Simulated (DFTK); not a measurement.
Rh:

```
CELL_PARAMETERS angstrom
0.00000 1.89785 1.89785
1.89785 0.00000 1.89785
1.89785 1.89785 0.00000
ATOMIC_POSITIONS crystal
Rh 0.00000 0.00000 0.00000
```

Base run:

- Program: DFTK 0.8.2
- Functional: PBEsol
- Potentials or basis: SG15 1.2 (PBE)
- Cutoff: 952 eV
- k mesh: 12 × 12 × 12
- Occupations: fermi-dirac, width 0.05 eV
- Spin: no spin polarisation

Its results: band gap on the k mesh none (metal or under the smearing width); pressure -4.2 GPa.

Problem. The run is repeated on the same cell with these changes: functional from PBEsol to LDA; potentials or basis from SG15 1.2 (PBE) to cp2k.nc.sr.lda.v0_1.largecore.gth (LDA, GTH, large core); cutoff from 952 eV to 1660 eV; valence electrons from 17 to 9. What comes out?

Solution. Band gap on the k mesh none (metal or under the smearing width); pressure -3.6 GPa.

Caveats: the potentials were made for another functional, which shifts forces and pressure (some runs); GTH potentials come without recommended cutoffs, and this one wasn't checked for convergence (some runs); this set keeps more shells in the core, which shifts pressures and gaps (some runs).
